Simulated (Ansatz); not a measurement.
**How settings move the results for PbS**

```xyz
2
Lattice="0.0000 2.9650 2.9650 2.9650 0.0000 2.9650 2.9650 2.9650 0.0000" Properties=species:S:1:pos:R:3 pbc="T T T"
Pb    0.0000    0.0000    0.0000
S     2.9650    2.9650    2.9650
```

Atom numbers follow the list: Pb1, S2.

The cell is COD entry 9000001, as deposited and not checked against the literature; nothing was relaxed.

Spin–orbit coupling is left out, though it moves levels of the heavy atoms by tenths of an eV or more.

All numbers below come from DFT, PBE, all-electron LAPW, scalar-relativistic in Ansatz 0.2.0.

Numerical set-up: a Γ-centred 8×8×8 k mesh, Fermi–Dirac smearing of 0.01 eV, basis error target 0.5 meV/atom, no spin polarisation. One setting is then changed at a time.

```
LAPW cutoff (eV)  free energy less the base's (meV/atom)  P (GPa)  gap on the mesh (eV)
      192 (base)                                     0.0     2.29                 0.353
              90                                    37.9     2.50                 0.357
             120                                     5.8     2.31                 0.353
             150                                     1.0     2.29                 0.353
             320                                    -0.1     2.29                 0.353
```
